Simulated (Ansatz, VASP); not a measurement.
# Cu3O: VASP beside Ansatz

```
Cu O
1.0
     3.56798    0.00000    0.00000
     0.00000    3.56798    0.00000
     0.00000    0.00000    3.56798
Cu O
3 1
Direct
  0.00000 0.50000 0.50000
  0.50000 0.00000 0.50000
  0.50000 0.50000 0.00000
  0.00000 0.00000 0.00000
```

Change from the starting cell: species swapped into the PrIn3 type (Pm-3m, No. 221).

Alike in both runs: task single point; functional PBE; k mesh 6 × 6 × 6; occupations gaussian, width 0.1 eV; collinear spin.

```csv
,VASP,Ansatz
version,VASP 6.6.1,Ansatz 0.2.0
potentials or method,"VASP PAW PBE potentials, release 64 (Cu, O)","scalar-relativistic, plane waves, PAW"
plane-wave cutoff (eV),520,420
valence electrons in the cell,39,63
```

Ansatz gave:

| Quantity | Value |
| --- | --- |
| gap on the k mesh at the Fermi level (eV) | none |
| pressure (GPa) | -2.5 |
| net moment per atom (μB) | 0.00 |

Problem. What did VASP give for the same quantities?

Solution. gap on the k mesh at the Fermi level (eV): none; pressure (GPa): -2.3; net moment per atom (μB): 0.00.

A gap of «none» marks a metal or a gap that the smearing closes. The two sets of potentials don't hold the same shells in valence. Ansatz warned: «seeded_moment_not_kept».

Caveats: semilocal functionals often make such compounds metallic where correlation or magnetic order opens a gap, which also shifts bond lengths.
